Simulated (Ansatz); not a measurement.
HfO2:

```
CELL_PARAMETERS angstrom
3.55802 0.00000 0.00000
0.00000 3.55802 0.00000
0.00000 0.00000 5.17186
ATOMIC_POSITIONS crystal
Hf 0.00000 0.00000 0.00000
Hf 0.50000 0.50000 0.50000
O 0.00000 0.50000 0.19721
O 0.50000 0.00000 0.30279
O 0.50000 0.00000 0.80279
O 0.00000 0.50000 0.69721
```

Measurements of this composition are mostly on another form, of space group No. 14.

```yaml
Program: Ansatz 0.2.0
Task: relaxation of cell and atoms
Functional: revPBE
Potentials_or_basis: Ansatz PAW
Cutoff: "420 eV (not typed: the program's choice for these potentials)"
k_mesh: 8 × 8 × 5
Occupations: fermi-dirac, width 0.05 eV
Spin: no spin polarisation
```

At the start: volume 10.91 Å³/atom.

**Question.** How do energy, volume and symmetry change on relaxing?

**Answer.** It ends after 9 steps and the volume is 11.64 Å³/atom (+6.7 %); space group P4_2/nmc (No. 137, to 0.05 Å).

Step by step:
```
step  energy change (eV)  largest force (eV/Å)  volume (Å³)
   1              0.0000                0.1576        65.47
   2             -0.1269                0.1229        69.91
   3             -0.1347                0.0629        69.37
   4             -0.1362                0.0104        69.52
   5             -0.1362                0.0002        69.56
   6             -0.1613                0.0017        69.56
   7             -0.1608                0.0010        69.79
   8             -0.1606                0.0002        69.83
   9             -0.1618                0.0002        69.83
```

Final structure:
```
Hf O
1.0
     3.62263    0.00000    0.00000
     0.00000    3.62263    0.00000
     0.00000    0.00000    5.32089
Hf O
2 4
Direct
  0.00000 0.00000 0.00000
  0.50000 0.50000 0.50000
  0.00000 0.50000 0.18921
  0.50000 0.00000 0.31079
  0.50000 0.00000 0.81079
  0.00000 0.50000 0.68921
```

Caveat: the plane-wave basis is chosen anew once the cell has moved, so the energies of steps on either side of that aren't comparable; the pressure holds a Pulay correction of +0.7 GPa for the finite cutoff; the PAW data sets come from PBE, with cores solved anew for the run's functional, which leaves a small shift of forces and pressure.
